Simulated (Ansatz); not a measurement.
Energy landscape near a LiF structure

All numbers below come from Ansatz 0.2.0, DFT PBEsol, scalar-relativistic, plane waves, PAW.

Settings: cutoff 420 eV, Γ-centred mesh 10×10×10 on the computed 2-atom cell, Gaussian smearing of 0.02 eV; no spin polarisation.

Reference cell:

```
Li F
1.0
     0.00000    2.01400    2.01400
     2.01400    0.00000    2.01400
     2.01400    2.01400    0.00000
Li F
1 1
Direct
  0.00000 0.00000 0.00000
  0.50000 0.50000 0.50000
```

Each variant moves atoms of this cell by the vectors given, if any (Å), and then applies a symmetric strain (tensor components, Cartesian axes). The reference cell isn't relaxed at this level. Energies are per atom at zero smearing, counted from the lowest variant. Pressure is positive in compression.

1. no strain; moves: F2 (0.000, 0.090, 0.000)
2. strain (xx yy zz yz xz xy, %) 1.35 1.35 1.35 0.00 0.00 0.00
3. strain (xx yy zz yz xz xy, %) 4.52 4.00 5.70 0.15 -1.00 -0.19; moves: Li1 (0.014, -0.006, 0.058); F2 (-0.014, 0.006, -0.058)
4. strain (xx yy zz yz xz xy, %) 1.09 1.09 -0.79 -1.81 -1.81 -2.00; moves: Li1 (-0.071, 0.071, 0.000); F2 (0.071, -0.071, 0.000)
5. strain (xx yy zz yz xz xy, %) -2.94 -2.94 -2.94 0.00 0.00 0.00
6. strain (xx yy zz yz xz xy, %) -2.07 -2.07 -2.07 0.00 0.00 0.00
7. strain (xx yy zz yz xz xy, %) 0.04 0.04 1.54 -0.38 0.38 -0.01; moves: Li1 (0.042, 0.042, 0.000); F2 (-0.042, -0.042, 0.000)
8. strain (xx yy zz yz xz xy, %) 4.50 4.50 4.50 0.00 0.00 0.00
9. strain (xx yy zz yz xz xy, %) -2.78 -4.65 -0.98 -2.00 0.96 1.87; moves: Li1 (0.005, 0.049, -0.034); F2 (-0.005, -0.049, 0.034)

| variant | ΔE (meV/atom) | P (GPa) | largest force (eV/Å) | gap on mesh (eV) | space group |
| --- | --- | --- | --- | --- | --- |
| 1 | ? | ? | ? | ? | ? |
| 2 | ? | ? | ? | ? | ? |
| 3 | 37.1 | -7.67 | 0.06 | 7.75 | P1 |
| 4 | 18.1 | -0.26 | 0.29 | 8.59 | C2 |
| 5 | ? | ? | ? | ? | ? |
| 6 | 0.6 | 3.79 | 0.00 | 9.49 | Fm-3m |
| 7 | 4.2 | -1.51 | 0.19 | 8.72 | C2 |
| 8 | 31.7 | -7.81 | 0.00 | 7.85 | Fm-3m |
| 9 | 23.6 | 7.04 | 0.36 | 9.49 | P1 |

Question: Give the withheld rows.

Answer:
```
variant  ΔE (meV/atom) P (GPa) largest force (eV/Å) gap on mesh (eV) space group
      1            0.0    -0.74                  0.15              8.90         I4mm
      2            1.7    -3.56                  0.00              8.57        Fm-3m
      5            6.9     6.26                  0.00              9.75        Fm-3m
```